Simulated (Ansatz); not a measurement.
BN: zone-centre modes under pressure

BN, F-43m, a = 3.606 Å. The compound has several low-lying forms, and this is one of them. Ansatz: PBEsol, PAW, 420 eV, Γ-centred 12×12×12 mesh on 2 atoms, fixed occupations; no spin polarisation. Cell and atoms are relaxed at each pressure with the symmetry kept; optical modes at Γ by linear response, in cm⁻¹, the highest, without the LO field.

| P (GPa) | V (Å³/atom) | ω1 |
| --- | --- | --- |
| 0 | 5.860 | 1046.6 |
| 3 | 5.815 | 1056.6 |
| 8 | 5.744 | 1072.7 |
| 15 | 5.650 | ? |

Problem. Get the mode's Grüneisen parameter γ = −d ln ω/d ln V from the other rows and predict the missing frequency.

Solution. ln(V/V0) = 0.0000, -0.0077, -0.0200, -0.0365; a line through ln(ω/ω0) of the 3 known rows gives ω1: γ = 1.231, predicted 1094.7, computed 1094.4. The miss is 0.0 %, or 1 % of the shift under pressure, so a constant γ serves at that level.